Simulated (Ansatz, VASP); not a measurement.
Two plane-wave programs on K

```
K
1.0
    -2.52419    2.52419    2.52419
     2.52419   -2.52419    2.52419
     2.52419    2.52419   -2.52419
K
1
Cartesian
  0.0000 0.0000 0.0000
```

Alike in both runs: task single point; functional LDA; k mesh 9 × 9 × 9; occupations methfessel-paxton of order 1, width 0.1 eV; no spin polarisation.

|  | VASP | Ansatz |
| --- | --- | --- |
| version | VASP 6.6.1 | Ansatz 0.2.0 |
| potentials or method | VASP PAW LDA potentials, release 64 (K_sv) | plane waves (420 eV) with PAW, scalar-relativistic |
| plane-wave cutoff (eV) | 520 | 420 |
| valence electrons in the cell | 9 | 9 |

```tsv
	VASP	Ansatz	Ansatz less VASP
pressure (GPa)	0.0	0.0	+0.02
```

Ansatz warned: «pseudo_functional_mismatch».
